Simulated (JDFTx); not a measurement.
Here is a JDFTx 1.7.0 (patched build) calculation.

File ZrB2.in:

```
lattice \
    5.9904318151    -2.9952159075     0.0000000000 \
    0.0000000000     5.1878661315     0.0000000000 \
    0.0000000000     0.0000000000     6.6764023983
coords-type Lattice
ion Zr     0.0000000000     0.0000000000     0.0000000000 1
ion B      0.6666666667     0.3333333333     0.5000000000 1
ion B      0.3333333333     0.6666666667     0.5000000000 1

ion-species pseudo/Zr.upf
ion-species pseudo/B.upf
elec-cutoff 40 320
elec-ex-corr mgga-x-r2scan mgga-c-r2scan
kpoint-folding 5 5 4
elec-smearing Fermi 0.0018374661
elec-n-bands 15
electronic-SCF nIterations 100 energyDiffThreshold 1e-09
electronic-minimize nIterations 30 energyDiffThreshold 1e-7
converge-empty-states yes
forces-output-coords Cartesian

dump-name run.$VAR
dump End Ecomponents EigStats BandEigs Kpoints Forces Stress ElecDensity KEdensity
```

Potentials or basis: SG15-PBE-1.2 with smoothed tails.

Run with:

```console
$ jdftx -c 1 -i ZrB2.in -o ZrB2.out
```

(1) What does it give for the pressure?

(2) What does it give for the band gap on the k mesh?

Answers

(1) 0.1 GPa.

(2) none (metal or under the smearing width).

Caveat: the k mesh is coarse (spacing up to 0.46 Å⁻¹), so the values aren't converged; the potentials were made for another functional, which shifts forces and pressure.
